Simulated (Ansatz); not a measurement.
**TaN, one cell by several methods**

```yaml
crystal:
  lattice:
    - [5.18500, 0.00000, 0.00000]
    - [-2.59250, 4.49034, 0.00000]
    - [0.00000, 0.00000, 2.90800]
  atoms:
    - { symbol: Ta, position: [0.00000, 0.00000, 0.00000] }
    - { symbol: Ta, position: [0.33333, 0.66667, 0.50000] }
    - { symbol: Ta, position: [0.66667, 0.33333, 0.50000] }
    - { symbol: N, position: [0.50000, 0.00000, 0.00000] }
    - { symbol: N, position: [0.50000, 0.50000, 0.00000] }
    - { symbol: N, position: [0.00000, 0.50000, 0.00000] }
```

Atom numbers follow the list: Ta1, Ta2, Ta3, N4, N5, N6.

The geometry is COD entry 1539256, unchecked; take it as a test cell.

No spin–orbit coupling, which matters for the heavy atoms here.

Levels of theory: DFT, PBE, PAW with Ansatz's default frozen-core files, scalar-relativistic (Ansatz 0.2.0); DFT, PBE, all-electron PAW with datasets made for the crystal, scalar-relativistic (Ansatz 0.2.0); DFT, PBE, all-electron LAPW, scalar-relativistic (Ansatz 0.2.0).

For PAW: a Γ-centred 5×5×8 k mesh, Fermi–Dirac smearing of 0.03 eV, cutoff 420 eV, no spin polarisation. The crystal-made all-electron datasets (AE datasets) take a cutoff of 500 eV at this cell. LAPW targets a basis error of 0.5 meV/atom. The Ansatz runs share mesh, smearing and spin set-up. Plane-wave (PAW) pressures include the program's estimate of the Pulay term.

Stress and pressure are positive in compression.

No spin–orbit coupling: at heavy atoms the gradients can be off by tens of per cent for that reason.

In a metal, gradients converge slowly with the k mesh: the values move by tens of per cent from one mesh to another, at times in sign, so only the comparison on one mesh counts.

Levels count from the Fermi level.

```
                             quantity     PAW  AE datasets    LAPW
                       pressure (GPa)   10.36        10.40   10.40
                      stress xx (GPa)   10.01        10.08   10.08
                      stress zz (GPa)   11.05        11.04   11.04
       highest filled level at L (eV)  -1.248       -1.250  -1.250
         lowest empty level at L (eV)   1.052        1.050   1.050
       highest filled level at H (eV)  -1.845       -1.844  -1.845
         lowest empty level at H (eV)   2.555        2.552   2.552
       highest filled level at Γ (eV)  -1.250       -1.250  -1.250
         lowest empty level at Γ (eV)   0.816        0.809   0.809
field gradient Vzz at Ta1 (10²¹ V/m²)  -46.59       -46.46       –
field gradient Vzz at Ta2 (10²¹ V/m²)  -38.28       -35.61       –
```

PAW's pressure differs from the LAPW value by -0.04 GPa. Datasets made for the crystal and LAPW share parts of one code, so their agreement isn't an independent check.
